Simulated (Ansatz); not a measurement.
Crystal: MgO.

```
Mg O
1.0
     0.00000    2.09700    2.09700
     2.09700    0.00000    2.09700
     2.09700    2.09700    0.00000
Mg O
1 1
Direct
  0.00000 0.00000 0.00000
  0.50000 0.50000 0.50000
```

The cell is a database's computed one.

Base run:

```yaml
Program: Ansatz 0.2.0
Functional: PBE
Potentials_or_basis: all-electron LAPW, scalar-relativistic
Cutoff: 316 eV
Density_cutoff: 1266 eV
Basis_error_allowed: 0.001 eV/atom
k_mesh: 11 × 11 × 11
Occupations: fermi-dirac, width 0.05 eV
Spin: no spin polarisation
```

Its results: band gap on the k mesh 4.86 eV, direct; pressure 7.0 GPa.

**Question.** The run is repeated on the same cell with these changes: functional from PBE to BLYP. What comes out?

**Answer.** Band gap on the k mesh 5.14 eV, direct; pressure 9.5 GPa.

BLYP binds less tightly than PBE, so the same cell stands under more pressure.

Caveats: an odd mesh through Γ misses points on the zone boundary, where band edges often lie (some runs).

Not every run made on this cell is shown here.
